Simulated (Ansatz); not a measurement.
# LiF: stable or not

The cell was reached from a generator's guess, though it ends in a space group that the Crystallography Open Database lists for this formula.

Computed with DFT PBE, scalar-relativistic, plane waves, PAW in Ansatz 0.2.0. Plane waves to 420 eV, a 10×10×10 mesh through Γ for the 2-atom cell and 0.02 eV Gaussian smearing; no spin polarisation.

```xyz
2
Lattice="0.0000 2.0344 2.0344 2.0344 0.0000 2.0344 2.0344 2.0344 0.0000" Properties=species:S:1:pos:R:3 pbc="T T T"
Li    2.0344    2.0344    2.0344
F     0.0000    0.0000    0.0000
```

The zero of energy is the elements' standard structures at the same level (F₂ as a molecule); no fitted shifts are applied.

Task: These tests were run: energy against the elements; phonons on a 4×4×4 q mesh; elastic tensor. What do they show?

Result:

| test | result |
| --- | --- |
| energy against the elements | −2.945 eV/atom |
| phonons on a 4×4×4 q mesh | no imaginary mode on the mesh |
| elastic tensor | least eigenvalue 60 GPa |

It fails none of these tests. Whether a mixture of other phases lies lower isn't tested here.

The run for the phonons used a 12×12×12 k mesh. The run for the elastic tensor used a 12×12×12 k mesh.
